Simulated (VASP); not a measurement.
## VASP 6.6.1, PBE single-point calculation, CdTe (strained zincblende)

INCAR

```
NBANDS = 16
NELM = 120
IBRION = -1
SIGMA = 0.02
ISMEAR = -1
LREAL = .FALSE.
GGA = PE
EDIFF = 1E-7
LASPH = .TRUE.
LWAVE = .FALSE.
LCHARG = .FALSE.
NSW = 0
ENCUT = 520
ISIF = 2
PREC = Accurate
```

KPOINTS

```
KPOINTS created by Atomic Simulation Environment
0
Gamma
6 6 6
0 0 0
```

KPOINTS_OPT

```
special points
6
Reciprocal
0.0000000000 0.0000000000 0.0000000000 1
-0.5000000000 -0.5000000000 0.0000000000 1
-0.3750000000 -0.3750000000 0.2500000000 1
-0.3750000000 0.0000000000 0.3750000000 1
0.0000000000 0.0000000000 0.5000000000 1
-0.5000000000 -0.2500000000 0.2500000000 1
```

POSCAR

```
Cd Te
 1.0000000000000000
     0.0000000000000000    3.3783537696999999    3.3783537696999999
     3.3783537696999999    0.0000000000000000    3.3783537696999999
     3.3783537696999999    3.3783537696999999    0.0000000000000000
 Cd  Te
   1   1
Cartesian
  0.0000000000000000  0.0000000000000000  0.0000000000000000
  1.6891768848500004  1.6891768848500004  1.6891768848500004
```

VASP ran with the recommended PBE PAW datasets (18 valence electrons in the cell).

Command

```
mpirun -np 1 vasp_std
```

OSZICAR

```
N       E                     dE             d eps       ncg     rms          rms(c)
DAV:   1     0.972266381357E+02    0.97227E+02   -0.80509E+03   512   0.953E+02
DAV:   2    -0.135762907640E+01   -0.98584E+02   -0.94222E+02   624   0.230E+02
DAV:   3    -0.499020219386E+01   -0.36326E+01   -0.36278E+01   632   0.462E+01
DAV:   4    -0.502685993745E+01   -0.36658E-01   -0.36655E-01   776   0.391E+00
DAV:   5    -0.502696374589E+01   -0.10381E-03   -0.10381E-03   664   0.197E-01    0.436E+00
DAV:   6    -0.479453460109E+01    0.23243E+00   -0.38864E-01   584   0.669E+00    0.375E+00
DAV:   7    -0.477959683971E+01    0.14938E-01   -0.95866E-02   592   0.194E+00    0.152E+00
DAV:   8    -0.478061968013E+01   -0.10228E-02   -0.90358E-03   584   0.103E+00    0.409E-01
DAV:   9    -0.478100874138E+01   -0.38906E-03   -0.10119E-03   592   0.294E-01    0.828E-02
DAV:  10    -0.478106631098E+01   -0.57570E-04   -0.10169E-04   632   0.965E-02    0.529E-02
DAV:  11    -0.478111254227E+01   -0.46231E-04   -0.75256E-05   568   0.473E-02    0.303E-02
DAV:  12    -0.478111196802E+01    0.57425E-06   -0.28450E-06   672   0.120E-02    0.169E-02
DAV:  13    -0.478111208031E+01   -0.11229E-06   -0.82288E-07   616   0.419E-03    0.892E-03
DAV:  14    -0.478111227144E+01   -0.19113E-06   -0.46639E-07   664   0.334E-03    0.517E-03
DAV:  15    -0.478111232426E+01   -0.52811E-07   -0.27862E-08   464   0.121E-03
   1 F= -.47811123E+01 E0= -.47811122E+01  d E =-.309488E-06
       N       E                     dE             ncg
DAV:   1     0.501188257760E+03   -0.26646E+04      192
DAV:   2    -0.120530286255E+03   -0.62172E+03      224
DAV:   3    -0.142367665734E+03   -0.21837E+02      264
DAV:   4    -0.142548081888E+03   -0.18042E+00      296
DAV:   5    -0.142548547141E+03   -0.46525E-03      256
DAV:   6    -0.142548556268E+03   -0.91270E-05      288
DAV:   7    -0.142548556336E+03   -0.67811E-07      224
```

From OUTCAR

```
k-points           NKPTS =     16   k-points in BZ     NKDIM =     16   number of bands    NBANDS=     16

   NELECT =      18.0000    total number of electrons

   dimension x,y,z NGX =    36 NGY =   36 NGZ =   36
   dimension x,y,z NGXF=    72 NGYF=   72 NGZF=   72

  energy-cutoff  :      520.00
  volume of cell :       77.12
      direct lattice vectors                 reciprocal lattice vectors
     0.000000000  3.378353770  3.378353770    -0.148001078  0.148001078  0.148001078
     3.378353770  0.000000000  3.378353770     0.148001078 -0.148001078  0.148001078
     3.378353770  3.378353770  0.000000000     0.148001078  0.148001078 -0.148001078

 k-points in reciprocal lattice and weights: KPOINTS created by Atomic Simulation Env
   0.00000000  0.00000000  0.00000000       0.005
   0.16666667  0.00000000  0.00000000       0.037
   0.33333333  0.00000000  0.00000000       0.037
   0.50000000  0.00000000  0.00000000       0.019
   0.16666667  0.16666667  0.00000000       0.028
   0.33333333  0.16666667  0.00000000       0.111
   0.50000000  0.16666667  0.00000000       0.111
  -0.33333333  0.16666667  0.00000000       0.111
   ...

 E-fermi :   1.5129

 k-point     1 :       0.0000    0.0000    0.0000
  band No.  band energies     occupation
      1      -9.2362      2.00000
      2      -6.6384      2.00000
      3      -6.6384      2.00000
      4      -6.6384      2.00000
      5      -6.4597      2.00000
      6      -6.4597      2.00000
      7       1.3011      1.99995
      8       1.3011      1.99995
      9       1.3011      1.99995
     10       1.7026      0.00015
     11       5.9598      0.00000
     12       5.9598      0.00000
     13       5.9598      0.00000
     14       8.5782      0.00000
     15      10.4328      0.00000
     16      10.4328      0.00000

 k-point     2 :       0.1667    0.0000    0.0000
  band No.  band energies     occupation
      1      -9.1630      2.00000
      2      -6.6257      2.00000
      3      -6.6257      2.00000
      4      -6.5682      2.00000
      5      -6.4602      2.00000
      6      -6.4602      2.00000
      7      -0.2912      2.00000
      8       1.1259      2.00000
      9       1.1259      2.00000
     10       2.8493      0.00000
     11       5.9642      0.00000
     12       6.2455      0.00000
     13       6.2455      0.00000
     14       9.5592      0.00000
     15       9.6929      0.00000
     16       9.6929      0.00000

 k-point     3 :       0.3333    0.0000    0.0000
  band No.  band energies     occupation
      1      -9.0178      2.00000
      2      -6.6038      2.00000
      3      -6.6038      2.00000
      4      -6.4573      2.00000
      5      -6.4573      2.00000
      6      -6.3589      2.00000
      7      -1.8166      2.00000
      8       0.8253      2.00000
      9       0.8253      2.00000
     10       3.0580      0.00000
     11       6.5204      0.00000
     12       6.5204      0.00000
     13       7.2080      0.00000
     14       9.3497      0.00000
     15      10.0231      0.00000
     16      10.0231      0.00000

 k-point     4 :       0.5000    0.0000    0.0000
  band No.  band energies     occupation
      1      -8.9469      2.00000
      2      -6.5951      2.00000
      3      -6.5951      2.00000
      4      -6.4533      2.00000
      5      -6.4533      2.00000
      6      -6.1980      2.00000
      7      -2.4716      2.00000
      8       0.6927      2.00000
      9       0.6927      2.00000
     10       2.9835      0.00000
     11       6.5111      0.00000
     12       6.5111      0.00000
     13       8.1801      0.00000
     14       9.5672      0.00000
     15      11.2900      0.00000
     16      11.2900      0.00000

 k-point     5 :       0.1667    0.1667    0.0000
  band No.  band energies     occupation
      1      -9.1389      2.00000
      2      -6.6128      2.00000
      3      -6.6128      2.00000
      4      -6.5647      2.00000
      5      -6.4641      2.00000
      6      -6.4543      2.00000
      7      -0.3474      2.00000
      8       0.8356      2.00000
      9       0.8356      2.00000
     10       3.3827      0.00000
     11       5.1582      0.00000
     12       6.7494      0.00000
     13       6.7494      0.00000
     14       8.5183      0.00000
     15      10.1589      0.00000
     16      10.6698      0.00000

 k-point     6 :       0.3333    0.1667    0.0000
  band No.  band energies     occupation
      1      -9.0187      2.00000
      2      -6.5949      2.00000
      3      -6.5882      2.00000
      4      -6.4855      2.00000
      5      -6.4502      2.00000
      6      -6.3811      2.00000
      7      -1.4838      2.00000
      8       0.4080      2.00000
      9       0.5095      2.00000
     10       3.8695      0.00000
     11       5.3642      0.00000
     12       6.9976      0.00000
     13       7.2643      0.00000
     14       8.9334      0.00000
     15      10.8245      0.00000
     16      10.8720      0.00000

 k-point     7 :       0.5000    0.1667    0.0000
  band No.  band energies     occupation
      1      -8.9252      2.00000
      2      -6.5846      2.00000
      3      -6.5776      2.00000
      4      -6.4687      2.00000
      5      -6.4511      2.00000
      6      -6.1765      2.00000
      7      -2.3210      2.00000
      8      -0.0315      2.00000
      9       0.4406      2.00000
     10       3.8560      0.00000
     11       6.0316      0.00000
     12       7.1533      0.00000
     13       7.6322      0.00000
     14       9.8462      0.00000
     15      11.0070      0.00000
     16      11.3650      0.00000

 k-point     8 :      -0.3333    0.1667    0.0000
  band No.  band energies     occupation
      1      -8.9482      2.00000
      2      -6.5873      2.00000
      3      -6.5855      2.00000
      4      -6.4611      2.00000
      5      -6.4596      2.00000
      6      -6.2290      2.00000
      7      -2.1210      2.00000
      8      -0.1320      2.00000
      9       0.6754      2.00000
     10       3.8689      0.00000
     11       6.2966      0.00000
     12       6.8807      0.00000
     13       7.3346      0.00000
     14       9.6513      0.00000
     15      10.2430      0.00000
     16      11.3301      0.00000

 k-point     9 :      -0.1667    0.1667    0.0000
  band No.  band energies     occupation
      1      -9.0663      2.00000
      2      -6.6114      2.00000
      3      -6.6010      2.00000
      4      -6.4749      2.00000
      5      -6.4655      2.00000
      6      -6.4337      2.00000
      7      -1.1440      2.00000
      8       0.3246      2.00000
      9       1.0286      2.00000
     10       3.6129      0.00000
     11       5.9438      0.00000
     12       6.4541      0.00000
     13       6.7543      0.00000
     14       9.0134      0.00000
     15      10.0576      0.00000
     16      10.7495      0.00000

 k-point    10 :       0.3333    0.3333    0.0000
  band No.  band energies     occupation
      1      -8.9489      2.00000
      2      -6.5581      2.00000
      3      -6.5581      2.00000
      4      -6.5100      2.00000
      5      -6.4436      2.00000
      6      -6.2934      2.00000
      7      -1.8067      2.00000
      8       0.1208      2.00000
      9       0.1208      2.00000
     10       4.0270      0.00000
     11       4.5015      0.00000
     12       8.3319      0.00000
     13       8.4408      0.00000
     14       8.4408      0.00000
     15      11.3251      0.00000
     16      12.6686      0.00000

 k-point    11 :       0.5000    0.3333    0.0000
  band No.  band energies     occupation
      1      -8.8810      2.00000
      2      -6.5541      2.00000
      3      -6.5441      2.00000
      4      -6.4994      2.00000
      5      -6.4441      2.00000
      6      -6.1271      2.00000
      7      -2.2800      2.00000
      8      -0.4136      2.00000
      9       0.0118      2.00000
     10       4.1418      0.00000
     11       4.9793      0.00000
     12       8.0037      0.00000
     13       8.6619      0.00000
     14       9.8006      0.00000
     15      11.6376      0.00000
     16      12.1323      0.00000

 k-point    12 :      -0.3333    0.3333    0.0000
  band No.  band energies     occupation
      1      -8.8813      2.00000
      2      -6.5676      2.00000
      3      -6.5569      2.00000
      4      -6.4761      2.00000
      5      -6.4553      2.00000
      6      -6.0911      2.00000
      7      -2.2883      2.00000
      8      -0.7891      2.00000
      9       0.2593      2.00000
     10       4.2738      0.00000
     11       6.1778      0.00000
     12       7.9249      0.00000
     13       7.9574      0.00000
     14       8.6051      0.00000
     15      10.1304      0.00000
     16      13.0392      0.00000

 ...

  Total       -0.8627470     -0.8627470     -0.8627470     -0.0000000      0.0000000     -0.0000000
  in kB      -17.9245671    -17.9245671    -17.9245671     -0.0000000      0.0000000     -0.0000000
  external PRESSURE =     -17.9245671 kB  Pullay stress =       0.0000000 kB

 POSITION                                       TOTAL-FORCE (eV/Angst)
 -----------------------------------------------------------------------------------
      0.00000      0.00000      0.00000         0.000000      0.000000      0.000000
      1.68918      1.68918      1.68918        -0.000000     -0.000000     -0.000000
 -----------------------------------------------------------------------------------
    total drift:                               -0.000000     -0.000000     -0.000000

  FREE ENERGIE OF THE ION-ELECTRON SYSTEM (eV)
  ---------------------------------------------------
  free  energy   TOTEN  =        -4.7811123243 eV

  energy  without entropy=       -4.7811120148  energy(sigma->0) =       -4.78111217
```

* gap between bands v and c: 0.40 eV
* least direct gap: 0.40 eV
* pressure: -1.8 GPa

Band v is the last that the valence electrons fill when counted band by band, and c is the next.

The run took about 24 s on one core of a shared host (Intel Xeon Platinum 8488C) and held 0.22 GiB at most.
